**Q:** I was taught that LDA binds a solid too tightly and makes it too stiff, and that gradient corrections soften it. Does grey tin follow that rule?

Kohn–Sham DFT of grey tin (Fd-3m, static lattice) with the program named in each row; in the LDA row the atoms are displaced at random by about 0.05 Å. Each bulk modulus comes from an equation-of-state fit to energies at five or seven volumes and is taken at that method's own minimum. In the basis column, values in eV are cutoffs and Kmax is in bohr⁻¹.

| method | rung | program | potentials | basis | spin | spin orbit | k mesh | smearing | bulk modulus (GPa) |
| --- | --- | --- | --- | --- | --- | --- | --- | --- | --- |
| BH | LDA | FLEUR | all electron | 3.8 Kmax | none | no | 7x7x7 2-atom cell | Fermi Dirac 0.05eV | 48.20 |
| LDA | LDA | Ansatz | Ansatz PAW | 420 eV | collinear random | yes | 5x5x5 2-atom cell | methfessel paxton 0.1eV | 43.90 |
| MJW | LDA | FLEUR | all electron | 4.12 Kmax | none | no | 7x7x7 2-atom cell | Fermi Dirac 0.05eV | 44.60 |
| SVWN5 | LDA | SIESTA | PseudoDojo 0.4 standard NC | DZP | none | no | 7x7x7 2-atom cell | Fermi Dirac 0.05eV | 43.60 |
| PBEint | GGA | GPAW | PAW data sets made by gpaw setup for the functional | 600 eV | none | no | 6x6x6 2-atom cell | Fermi Dirac 0.05eV | 40.30 |
| PBEsol | GGA | CONQUEST | PseudoDojo NC PBEsol | DZP | none | no | 6x6x4 4-atom cell | Fermi Dirac 0.05eV | 41.80 |
| PBEsol-D4 | GGA | Quantum ESPRESSO | PseudoDojo 0.4.1 SR PBEsol standard | 980 eV | none | no | 7x7x7 2-atom cell | Fermi Dirac 0.05eV | 43.80 |
| WC | GGA | FLEUR | all electron | 3.8 Kmax | none | no | 7x7x7 2-atom cell | Fermi Dirac 0.05eV | 40.10 |
| vdW-DF-cx | GGA | GPAW | GPAW PAW data sets (gpaw data 1.2.1) | 600 eV | none | no | 6x6x6 2-atom cell | Fermi Dirac 0.05eV | 38.50 |

**A:** On average it does. The LDA rows have a mean bulk modulus of 45.1 GPa, the gradient-corrected rows one of 40.9 GPa. vdW-DF-cx is counted among the latter, although it also contains nonlocal correlation. But the groups touch: PBEsol-D4, with 43.8 GPa, is level with the LDA row SVWN5. The second oddity is BH, which stands 3.6 GPa above the next stiffest row, MJW, although both are local functionals.

**Q:** Why does PBEsol-D4 behave like an LDA?

**A:** Its crystal is about as small. Each modulus belongs to the volume at which that method finds its lowest energy, and this is 34.4 Å³ per atom for PBEsol-D4 and 34.5 Å³ for SVWN5. SVWN5 does its part too: it is the largest of the four LDA crystals, the others lying between 33.6 and 34.0 Å³, and its small orbital basis may be the reason. Through the whole table a larger equilibrium volume goes with a smaller modulus, except that WC and PBEint, only 0.2 GPa apart, are in reverse order. So the row that breaks the rule of the functionals keeps the rule of the volumes.

The D4 term adds an attraction between atoms, which is a plausible reason for the small volume. The plain PBEsol row is no clean test of that, because it comes from another program and basis. Its own modulus is also uncertain: the energies give 41.8 GPa, the pressures near the minimum 45.6 GPa. With the second value PBEsol would no longer fit the order of the volumes.

**Q:** Then does a gradient correction soften the bonds at all?

**A:** Follow BH and WC, which share every setting except the functional. At their own minima they have 48.2 and 40.1 GPa, so the gradient-corrected WC looks much softer. Now carry each along its own pressure–volume curve to a common volume of 34.48 Å³ per atom. BH falls to 40.1 GPa, WC rises to 44.1 GPa, and the order has turned round.

The group averages turn round as well, to 41.2 GPa for LDA and 44.8 GPa for the gradient-corrected rows. SVWN5 and PBEsol-D4 still overlap, so this is a statement about averages and not about every pair. At equal volume, then, gradient-corrected tin is on average the stiffer material. It looks softer in the table because it has been allowed to expand.

**Q:** How can the same correction expand the crystal and stiffen it?

**A:** It acts as an extra outward pressure that fades as the crystal grows. Standard theory gives the reason for the push: gradient-corrected exchange favours uneven electron densities, and the density becomes more uneven as atoms move apart. The fading can be seen by subtracting the pressures of the LDA row from those of PBEint at equal volumes. The difference drops from 1.9 GPa at the smallest volume computed to 1.4 GPa at the largest. Those two rows differ in more than the functional, but the energies of BH and WC, which do not, show a fading push as well.

A conical coil spring is a helpful picture, since its coils close one by one and it is stiffer the shorter it is. Take some weight off and it becomes longer and softer. If a second, weaker spring does the lifting instead, its force fades as the first one extends, and this adds some stiffness back. The picture gives the directions of the two effects; their sizes must come from the crystal.

**Q:** Can you turn that into a rule with numbers?

**A:** Let V be the volume per atom, B the bulk modulus and B′ the rate at which B rises with pressure. Add a small outward pressure p that fades as V⁻ⁿ.

1. The crystal expands by the fraction dV/V = p/B.
2. The expansion lowers the modulus by B′p.
3. The fading of the push raises it by np, because a modulus measures how fast pressure falls with volume.
4. Together, dB/B = −(B′ − n) dV/V.

The mean B′ of the nine rows is about 5.8, and the pressure difference between PBEint and LDA gives n of about 2.6. The rule therefore expects B to fall by 3.2% for each 1% of extra volume. A least-squares line through all nine rows, in the logarithms of B and V, gives 3.3% with a standard error of 0.4%. The agreement is rougher than it looks, because n is not constant. The value used is an average over all computed volumes; near 34.5 Å³ per atom, amid the equilibrium volumes of the table, n is about 3.3, and the rule then expects only 2.5%. So the numbers support the picture but do not prove it. The LDA row also has displaced atoms, spin–orbit coupling, a coarser mesh and random starting moments whose final values were not printed, all of which may enter n.

**Q:** Try it on your pair, BH and WC.

**A:** The volumes are 33.58 and 34.95 Å³ per atom, a ratio of 1.041. Starting from BH, the rule predicts 48.2 × 1.041^−3.2 = 42.4 GPa for WC. The table has 40.1 GPa, so the prediction is about 6% too high. Both rows had a share in the mean B′, and it still fails for them.

The failure has a visible source. These two runs have a B′ of about 6.9, well above the mean, so their moduli change faster with volume. With that value the exponent becomes 6.9 − 2.6 = 4.3, and the estimate is 48.2 × 1.041^−4.3 = 40.6 GPa. With this steeper curve the pair is consistent with the same mechanism.

**Q:** Is that steepness a property of tin or of the calculation?

**A:** I suspect the calculation. MJW, from the same program with a larger basis, has a B′ of only 5.4. All three of these runs rest on five volumes, and with so few points a fit can trade B against B′. A repeat of BH and WC with the larger basis and more volumes would settle it.

**Q:** So how badly do these two rows break the pattern?

**A:** By 1 to 2 GPa. Against a line fitted to the other seven rows, BH lies 2.0 GPa too high and WC 1.3 GPa too low. BH is also the smallest crystal, so the line has to be extended to reach it. If both are given the B′ of MJW, with the modulus at the middle of the computed volumes held fixed, WC rises to 42.2 GPa but BH drops only to 47.7 GPa. The steep curve can thus explain the break of WC, but only a small part of that of BH.

**Q:** What makes BH so stiff, then?

**A:** Mostly its small volume. Squeeze the MJW crystal along its own curve to the volume of BH, and its modulus rises from 44.6 to 47.5 GPa. That covers 2.9 of the 3.6 GPa between the two rows. It is more than the line allows, because the line contains the fading push of the gradient corrections, whereas plain squeezing follows the full B′. The small volume itself is expected from the correlation formula of BH, which gains more energy than that of MJW when electrons are pressed together. The smaller basis may add to it, as the two rows differ in both.

**Q:** I need one modulus for a process model. What do I do with a spread from 38.5 to 48.2 GPa?

**A:** The table cannot choose one for you, because it holds no measured value to judge the rows by. It does show how to compare them: ask for the equilibrium volume first. For another local or gradient-corrected functional that gives this crystal a volume within the range of the table, read about 43 GPa at 34.5 Å³ per atom and take off 3.3% for each 1% of extra volume. The nine rows scatter about that line by 0.8 GPa (root mean square), against 1.8 GPa about the two group means. Differences below about 2 GPa should not be used to rank methods here. The fit alone can move a row by that much, as WC shows, and basis, potentials and mesh change along with the functional. PBEsol is less certain still.

If you stay with one functional and stretch the crystal, use its own B′ instead. The modulus then falls by roughly 5 to 7% for each 1% of volume, about twice as fast as from one functional to the next. These are values for a static lattice, so the effect of thermal vibrations must be added before you compare with a measurement. Check also that your process really involves grey tin, since the stable form at room temperature is white tin, which has another structure.
